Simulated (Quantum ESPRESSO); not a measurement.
**TaN: band structure with PBE**

The system is TaN.

```xyz
4
Lattice="3.0500 0.0000 0.0000 -1.5250 2.6414 0.0000 0.0000 0.0000 4.9400" Properties=species:S:1:pos:R:3 pbc="T T T"
Ta    0.0000    1.7609    0.0000
Ta    1.5250    0.8805    2.4700
N     0.0000    1.7609    1.9019
N     1.5250    0.8805    4.3719
```

```
Program             : Quantum ESPRESSO 7.5
Task                : band structure
Functional          : PBE
Potentials or basis : PseudoDojo 0.4.1 SR PBE standard
Cutoff              : 1143 eV
Density cutoff      : 4572 eV
k mesh              : 10 × 10 × 6
Occupations         : fermi-dirac, width 0.05 eV
Spin                : no spin polarisation
Mixing beta         : 0.5
Most SCF iterations : 120
SCF threshold       : 8e-10 Ry
```

The pressure is 135.3 GPa and the largest force is 2.365 eV/Å. The band gap on the k mesh is none (metal or under the smearing width).

Forces in eV/Å, atoms in the order of the input:
```
Ta   0.000  0.000  2.365
Ta   0.000  0.000  2.365
N    0.000  0.000 -2.365
N    0.000  0.000 -2.365
```

Stress tensor (GPa, compression positive):
```
143.59   0.00   0.00
  0.00 143.59   0.00
  0.00   0.00 118.81
```

Levels at the corners of the path, in eV from the Fermi level:
| point | band 14 | band 15 | band 16 | band 17 | band 18 | band 19 | band 20 | band 21 | band 22 | band 23 |
| --- | --- | --- | --- | --- | --- | --- | --- | --- | --- | --- |
| Γ | -7.91 | -7.91 | -7.59 | -0.81 | -0.81 | -0.42 | 2.10 | 2.68 | 2.68 | 4.48 |
| M | -6.42 | -6.22 | -5.28 | -2.45 | -1.05 | 0.39 | 1.42 | 2.00 | 3.77 | 4.31 |
| K | -6.66 | -6.66 | -6.24 | -2.58 | -1.65 | -1.65 | -0.93 | 2.00 | 3.70 | 7.21 |
| Γ | -7.91 | -7.91 | -7.59 | -0.81 | -0.81 | -0.42 | 2.10 | 2.68 | 2.68 | 4.48 |
| A | -8.49 | -8.49 | -8.49 | 1.22 | 1.22 | 1.22 | 1.22 | 1.78 | 1.78 | 6.62 |
| L | -6.56 | -6.55 | -6.55 | -0.49 | -0.49 | 2.12 | 2.12 | 2.27 | 2.27 | 4.94 |
| H | -7.68 | -6.21 | -6.21 | -2.01 | -2.01 | 1.95 | 1.95 | 2.97 | 2.97 | 4.45 |
| A | -8.49 | -8.49 | -8.49 | 1.22 | 1.22 | 1.22 | 1.22 | 1.78 | 1.78 | 6.62 |
| L | -6.56 | -6.55 | -6.55 | -0.49 | -0.49 | 2.12 | 2.12 | 2.27 | 2.27 | 4.94 |
| M | -6.42 | -6.22 | -5.28 | -2.45 | -1.05 | 0.39 | 1.42 | 2.00 | 3.77 | 4.31 |
| K | -6.66 | -6.66 | -6.24 | -2.58 | -1.65 | -1.65 | -0.93 | 2.00 | 3.70 | 7.21 |
| H | -7.68 | -6.21 | -6.21 | -2.01 | -2.01 | 1.95 | 1.95 | 2.97 | 2.97 | 4.45 |

Wall time 3 min on 1 thread of Arm Neoverse V1, with other jobs on the host, peak memory 0.15 GiB.

Caveat: a pressure of tens of GPa on the cell as given is suspect, and the run, the potentials or the cell itself is likely at fault; spin-orbit coupling is left out, which moves the levels of the heavy elements; forces of over 1 eV/Å show positions far from the minimum, so gaps and moduli don't describe the material at rest.
